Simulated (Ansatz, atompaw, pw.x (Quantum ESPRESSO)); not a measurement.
# palladium: one change to the PAW (atompaw) potential, in the atom and in the sc crystal

atompaw 4.2.0.5 input, output lines left out:

```
Pd 46
GGA-PBE scalarrelativistic loggrid 1500 logderivrange -2 5 176
5 5 4 0 0 0
5 0 0
5 1 0
0 0 0
c
c
c
c
v
c
c
c
v
c
v
2
3.00 2.30 3.00 1.55
y
0.05
n
y
2.7
n
y
0.85
n
custom polynom gramschmidtortho sinc
bessel
2.85
3.00
3.00
3.00
3.00
1.30
```

Change: augmentation sinc compensation charge, radius 2.86 bohr; PAW radius 3.00 bohr; waves and projectors: custom polynom gramschmidtortho.

Cutoffs, loose and tight: the cutoffs (Ry, on a coarse ladder) from which the occupation-weighted sum of valence levels, in a spherical-Bessel basis at the reference potential, stays within 10 and 1 mRy of its value at 400 Ry. They see the waves and projectors alone, not the compensation charge or the core.

Crystal test: sc Pd in pw.x 7.5, no spin, 13³ k-points, Fermi–Dirac smearing 0.01 Ry, cutoffs set for each file from its atomic test. The reference is all-electron LAPW (Ansatz 0.2.0) with the same functional, mesh and smearing; V0 and B0 come from Birch–Murnaghan fits to the pressures at five volumes. Errors are pseudo minus all-electron; Δ is the rms difference of the E(V) curves that follow from these fits, minima aligned, over ±6 % about the mean V0. Mesh and smearing are coarse, so the numbers serve the comparison and aren't converged zero-temperature values; the lattice is a test structure that the element need not adopt.

All-electron: a0 = 2.615 Å (V0 = 17.89 Å³/atom), B0 = 120.2 GPa.

Task: Does the change bring the crystal closer to the all-electron result?

Result: The mean pressure error goes from +9.62 to +19.97 GPa, so the change moves the solid further from the all-electron pressures. Neither pressure curve crosses zero within the volumes sampled, so no fits are given.

| quantity | base | changed |
| --- | --- | --- |
| outcome (atom) | generated | generated |
| cutoff, loose (atom) | 10 Ry | 10 Ry |
| cutoff, tight (atom) | 18 Ry | 18 Ry |
| bound ghosts (atom) | none | none |
| cutoffs in pw.x (Ry) | 40/400 | 40/400 |
| mean pressure error (GPa) | +9.62 | +19.97 |

Base: The largest radius (3.00 bohr) exceeds half the bond length (2.47 bohr), so the spheres overlap, which is one possible source of error among others. This is a poor potential for the solid. Changed file: The largest radius (3.00 bohr) exceeds half the bond length (2.47 bohr), so the spheres overlap, which is one possible source of error among others. This is a poor potential for the solid. The atomic cutoffs weigh occupied waves only.
